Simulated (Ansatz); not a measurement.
SnTe:

```xyz
2
Lattice="0.0000 3.1509 3.1509 3.1509 0.0000 3.1509 3.1509 3.1509 0.0000" Properties=species:S:1:pos:R:3 pbc="T T T"
Te    3.1509    3.1509    3.1509
Sn    0.0000    0.0000    0.0000
```

Base run:

```yaml
Program: Ansatz 0.2.0
Functional: LDA
Potentials_or_basis: all-electron LAPW, scalar-relativistic
Cutoff: 186 eV
Density_cutoff: 742 eV
Basis_error_allowed: 0.001 eV/atom
k_mesh: 7 × 7 × 7
Occupations: fermi-dirac, width 0.05 eV
Spin: no spin polarisation
```

Its results: pressure -1.6 GPa.

**Question.** After a change of settings the same cell gave: pressure 6.1 GPa. Which change was it?
A. functional from LDA to BLYP
B. functional from LDA to PBEsol; k mesh from 7 × 7 × 7 to 5 × 5 × 5
C. functional from LDA to PBE; occupations from fermi-dirac, width 0.05 eV to gaussian, width 0.021 eV
D. functional from LDA to PBEsol; occupations from fermi-dirac, width 0.05 eV to gaussian, width 0.05 eV

**Answer.** A.

BLYP binds less tightly than LDA, so the same cell stands under more pressure.

Not every run made on this cell is shown here.
